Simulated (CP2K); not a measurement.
Crystal: TaN.

```
CELL_PARAMETERS angstrom
3.52301 0.00000 0.00000
1.76150 3.05102 0.00000
1.76150 1.01701 2.87653
ATOMIC_POSITIONS crystal
Ta 0.00000 0.00000 0.00000
N 0.25000 0.25000 0.25000
```

The cell comes from a database or a generator and needn't be the stable form of this composition.

Base run:

| Item | Value |
| --- | --- |
| Program | CP2K 2026.2 |
| Functional | OLYP |
| Potentials or basis | POTENTIAL_UZH Ta GTH-PBE-q13, N GTH-PBE-q5; TZVP-MOLOPT-PBE-GTH basis |
| Density cutoff | 9184 eV |
| k mesh | 9 × 9 × 9 |
| Occupations | fermi-dirac, width 0.05 eV |
| Spin | no spin polarisation |

Its results: band gap on the k mesh none (metal or under the smearing width); pressure -29.7 GPa.

The run is repeated on the same cell with these changes: functional from OLYP to BLYP. What comes out?

Band gap on the k mesh none (metal or under the smearing width); pressure -21.0 GPa.

Caveats: the potentials were made for another functional, which shifts forces and pressure; the basis of atomic orbitals isn't converged, which shifts pressures, moduli and gaps; a pressure of tens of GPa on the cell as given is suspect, and the run, the potentials or the cell itself is likely at fault (some runs).

Not every run made on this cell is shown here.
